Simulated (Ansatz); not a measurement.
# HfS2: the cost of one run

Method: DFT PBE+D3(BJ), scalar-relativistic, plane waves, PAW, in Ansatz 0.2.0.

3 further runs of the same task are left out: 2 that didn't finish, 1 set aside as unsound or not needed.

## (1) The structure to begin with

The structure is trigonal, space group P-3m1 (No. 164). Conventional cell: a = 3.606 Å, b = 3.606 Å, c = 5.770 Å, α = 90.00°, β = 90.00°, γ = 120.00°. Hf (site symmetry -3m) has 6 S at 2.54 Å as nearest neighbours. Around S (site symmetry 3m) lie 3 Hf at 2.54 Å.

Structure file:

```cif
data_structure
_symmetry_space_group_name_H-M 'P-3m1'
_symmetry_Int_Tables_number 164
_cell_length_a 3.6063
_cell_length_b 3.6063
_cell_length_c 5.7701
_cell_angle_alpha 90.000
_cell_angle_beta 90.000
_cell_angle_gamma 120.000
_cell_volume 64.99
loop_
_atom_site_label
_atom_site_type_symbol
_atom_site_symmetry_multiplicity
_atom_site_Wyckoff_symbol
_atom_site_fract_x
_atom_site_fract_y
_atom_site_fract_z
_atom_site_occupancy
Hf1 Hf 1 a 0.00000 0.00000 0.00000 1
S1 S 2 d 0.66667 0.33333 0.74765 1
```

It goes back to an entry of the Materials Project.

It is the result of an earlier relaxation at this level (volume 21.66 Å³/atom; gap on the mesh: 0.89 eV).

## (2) Point at V/V0 = 0.97

The input, input.yaml:

```yaml
crystal:
  lattice:
    - [3.5699150798, 0.0, 0.0]
    - [-1.7849575399, 3.0916371484, 0.0]
    - [0.0, 0.0, 5.7118209223]
  atoms:
    - { symbol: Hf, position: [0.0, 0.0, 0.0] }
    - { symbol: S, position: [0.6666666667, 0.3333333333, 0.7476470489] }
    - { symbol: S, position: [0.3333333333, 0.6666666667, 0.2523529511] }
basis:
  ecutwfc: 420
kpoints:
  mp_grid: { grid: [9, 9, 6] }
hamiltonian:
  xc: pbe
  dispersion: d3bj
scf:
  occupations: { method: gaussian, width: 0.02 }
output:
  forces: true
  stress: true
  eigenvalues: true
  write_density: true
  write_potential: true
  elf: true
  volumetric_format: npy
relax:
  adjacent_minimum: "off"
  f_tol: 0.01
  max_steps: 30
  cell: { stress_tol: 0.1, fix: [volume] }
```

Command:

```console
$ ansatz run input.yaml --threads 1 --pin off --max-ram 2560MiB --backend cpu --events-out ev --progress --plain --runs-dir out
```

What time and memory should one allow on 1 thread of Arm Neoverse V2, shared host?

About 23 s, with a peak of 0.38 GiB.
